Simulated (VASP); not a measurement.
Wanted: the native input for a VASP 6.6.1 run.

```
Task                   : relaxation of cell and atoms
Functional             : PBE
Dispersion             : D4
Potentials or basis    : VASP PAW PBE potentials, release 64 (Y_sv)
Cutoff                 : 600 eV
k mesh                 : 14 × 14 × 8
Occupations            : methfessel-paxton, width 0.1 eV
Spin                   : no spin polarisation
Further INCAR settings : ALGO = Fast; EDIFF = 1e-06; IBRION = 2; EDIFFG = -0.005; NSW = 60; ISIF = 3
```

The structure of Y lies in POSCAR:

```
Y
1.0
    3.6000000000      0.0000000000      0.0000000000
   -1.8000000000      3.1176914500      0.0000000000
    0.0000000000      0.0000000000      5.6200000000
Y
2
Direct
    0.3333333300      0.6666666700      0.2500000000
    0.6666666700      0.3333333300      0.7500000000
```

The cell was built by a generator and needn't be a form met in nature.

One way to write it, as run:

INCAR

```
ALGO = Fast
EDIFF = 1E-6
EDIFFG = -0.005
ENCUT = 600
GGA = PE
IBRION = 2
ISIF = 3
ISMEAR = 1
IVDW = 13
LASPH = True
LCHARG = False
LREAL = False
LWAVE = False
NELM = 120
NSW = 60
PREC = Accurate
SIGMA = 0.1
```

KPOINTS

```
k-points
0
Gamma
  14 14 8
```

Potentials or basis: VASP PAW PBE potentials, release 64 (Y_sv).

The run is started by

```sh
$ cat potpaw_PBE.64/Y_sv/POTCAR > POTCAR
$ mpirun -np 1 vasp_std > vasp.out
```

Results of the run:

* Relaxed volume: 31.81 Å³/atom
* Relaxed cell: a = 3.619 Å, b = 3.619 Å, c = 5.608 Å, α = 90.00°, β = 90.00°, γ = 120.00°
* Space group after relaxing (to 0.05 Å): P6_3/mmc (No. 194)
* Energy gained by relaxing: 0.5 meV/atom
* Ionic steps: 6
* Pressure after relaxing: 0.0 GPa
* Band gap on the k mesh: none (metal or under the smearing width)
* Dispersion energy per atom: -0.248 eV

Caveat: pairwise dispersion overbinds metals, which lowers pressure and volume.

It took 6.5 min on 1 thread of Intel(R) Xeon(R) Platinum 8488C (Sapphire Rapids), on a shared host, peak memory 0.33 GiB.
